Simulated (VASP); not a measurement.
SiNi3:

```xyz
4
Lattice="3.5420 0.0000 0.0000 0.0000 3.5420 0.0000 0.0000 0.0000 3.5420" Properties=species:S:1:pos:R:3 pbc="T T T"
Ni    1.7710    1.7710    0.0000
Ni    1.7710    0.0000    1.7710
Ni    0.0000    1.7710    1.7710
Si    0.0000    0.0000    0.0000
```

```yaml
Program: VASP 6.6.1
Task: relaxation of cell and atoms
Functional: LDA
Potentials_or_basis: VASP PAW LDA potentials, release 64 (Ni, Si)
Cutoff: 600 eV
k_mesh: 8 × 8 × 8
Occupations: fermi-dirac, width 0.05 eV
Spin: collinear spin, ferromagnetic start
Starting_moments: "[1.0, 1.0, 1.0, 0.0] μB"
```

At the start: pressure -19.8 GPa; volume 11.11 Å³/atom.

**Question.** How do energy, volume and symmetry change on relaxing?

**Answer.** Over 4 steps the energy falls by 70.5 meV/atom and the volume is 10.08 Å³/atom (-9.3 %); space group Pm-3m (No. 221, to 0.05 Å); moment 0.00 μB per cell.

Step by step:
| step | energy change (eV) | largest force (eV/Å) | pressure (GPa) | volume (Å³) |
| --- | --- | --- | --- | --- |
| 1 | 0.0000 | 0.0000 | -19.82 | 44.44 |
| 2 | 0.1391 | 0.0000 | 36.07 | 36.17 |
| 3 | -0.2818 | 0.0000 | -0.49 | 40.40 |
| 4 | -0.2819 | 0.0000 | -0.05 | 40.32 |

Final structure:
```xyz
4
Lattice="3.4291 0.0000 0.0000 0.0000 3.4291 0.0000 0.0000 0.0000 3.4291" Properties=species:S:1:pos:R:3 pbc="T T T"
Ni    1.7145    1.7145    0.0000
Ni    1.7145    0.0000    1.7145
Ni    0.0000    1.7145    1.7145
Si    0.0000    0.0000    0.0000
```
